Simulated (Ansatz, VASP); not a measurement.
**Two plane-wave programs on TiO2**

The input INCAR:

```
  PREC = Accurate
  ENCUT = 520
  EDIFF = 1E-6
  ISMEAR = -1
  SIGMA = 0.02
  LREAL = False
  LASPH = True
  NELM = 80
  ALGO = Normal
  ISIF = 2
  LWAVE = False
  LCHARG = False
  GGA = PE
  NBANDS = 33
```

File KPOINTS:

```
regular mesh
0
Gamma
  6 6 8
```

Contents of POSCAR:

```
TiO2
1.0
    4.5968534940      0.0000000000      0.0000000000
    0.0000000000      4.5968534940      0.0000000000
    0.0000000000      0.0000000000      2.9830261793
Ti O
2 4
Direct
    0.0000000000      0.0000000000      0.0000000000
    0.5000000000      0.5000000000      0.5000000000
    0.3049811633      0.3049811633      0.0000000000
    0.1950188367      0.8049811633      0.5000000000
    0.8049811633      0.1950188367      0.5000000000
    0.6950188367      0.6950188367      0.0000000000
```

Input for Ansatz:

```yaml
crystal:
  lattice:
    - [4.596853494, 0.0, 0.0]
    - [0.0, 4.596853494, 0.0]
    - [0.0, 0.0, 2.9830261793]
  atoms:
    - { symbol: Ti, position: [0.0, 0.0, 0.0] }
    - { symbol: Ti, position: [0.5, 0.5, 0.5] }
    - { symbol: O, position: [0.3049811633, 0.3049811633, 0.0] }
    - { symbol: O, position: [0.1950188367, 0.8049811633, 0.5] }
    - { symbol: O, position: [0.8049811633, 0.1950188367, 0.5] }
    - { symbol: O, position: [0.6950188367, 0.6950188367, 0.0] }
kpoints:
  mp_grid: { grid: [6, 6, 8] }
  band_path:
    path:
      - [0.0, 0.0, 0.0]
      - [0.0, 0.5, 0.0]
      - [0.5, 0.5, 0.0]
      - [0.0, 0.0, 0.5]
      - [0.0, 0.5, 0.5]
      - [0.5, 0.5, 0.5]
    npoints: 1
hamiltonian:
  xc: pbe
scf:
  occupations: { method: fermi_dirac, width: 0.02 }
  n_extra_bands: 5
output:
  forces: true
  stress: true
  eigenvalues: true
```

Change from the starting cell: uniaxial_z strain +1.0%.

Alike in both runs: task single point; functional PBE; k mesh 6 × 6 × 8; occupations fermi-dirac, width 0.02 eV; no spin polarisation.

```csv
,VASP,Ansatz
version,VASP 6.6.1,Ansatz 0.2.0
potentials or method,"VASP PAW PBE potentials, release 64 (Ti_sv, O)","plane waves, PAW"
plane-wave cutoff (eV),520,420
valence electrons in the cell,48,48
```

```tsv
	VASP	Ansatz	Ansatz less VASP
gap on the k mesh at the Fermi level (eV)	1.83	1.86	+0.027
pressure (GPa)	3.1	2.5	-0.66
largest component of the traceless stress (GPa)	2.09	2.29	+0.205
rms of the force components (eV/Å)	0.033	0.022	-0.0112
```

Atom by atom the forces differ by 0.011 eV/Å (rms over components). The functional is the same, so the differences come from potentials, cutoffs and numerics.

A k mesh can miss the band edges.
